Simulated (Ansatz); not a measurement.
Input of an Ansatz 0.2.0 run:

input.yaml

```yaml
crystal:
  lattice:
    - [0.0, 3.2319988239, 3.2319988239]
    - [3.2319988239, 0.0, 3.2319988239]
    - [3.2319988239, 3.2319988239, 0.0]
  atoms:
    - { symbol: Te, position: [0.25, 0.25, 0.25] }
    - { symbol: Mg, position: [0.0, 0.0, 0.0] }
hamiltonian:
  xc: pbe
  pseudopotentials: { kind: paw }
  dispersion: d4
kpoints:
  mp_grid: { grid: [7, 7, 7] }
scf:
  occupations: { method: fermi_dirac, width: 0.05 }
output:
  forces: true
  stress: true
  eigenvalues: true
  write_density: true
  write_potential: true
  elf: true
  volumetric_format: npy
relax:
  f_tol: 0.01
  max_steps: 40
  cell: { stress_tol: 0.05 }
```

Potentials or basis: Ansatz PAW.

The run is started by

```bash
$ ansatz run input.yaml --threads 2 --pin off --max-ram 5632MiB --backend cpu --events-out ev --progress --plain --runs-dir out
```

**Question.** What does it give for the space group after relaxing (to 0.05 Å)?

**Answer.** F-43m (No. 216).

**Question.** What does it give for the band gap on the k mesh?

**Answer.** 2.51 eV, direct.

**Question.** What does it give for the relaxed cell?

**Answer.** a = 4.541 Å, b = 4.541 Å, c = 4.541 Å, α = 60.00°, β = 60.00°, γ = 60.00°.

Step by step:
| step | energy change (eV) | largest force (eV/Å) | volume (Å³) |
| --- | --- | --- | --- |
| 1 | 0.0000 | 0.0000 | 67.52 |
| 2 | -0.0029 | 0.0000 | 65.84 |
| 3 | -0.0031 | 0.0000 | 66.21 |
| 4 | -0.0030 | 0.0000 | 66.21 |

Caveat: odd divisions of the mesh miss points on the zone boundary, where band edges often lie, so the gap on the mesh can be too wide; the plane-wave basis is chosen anew once the cell has moved, so the energies of steps on either side of that aren't comparable; spin-orbit coupling is left out, which moves the levels of the heavy elements. A k mesh can miss the band edges.
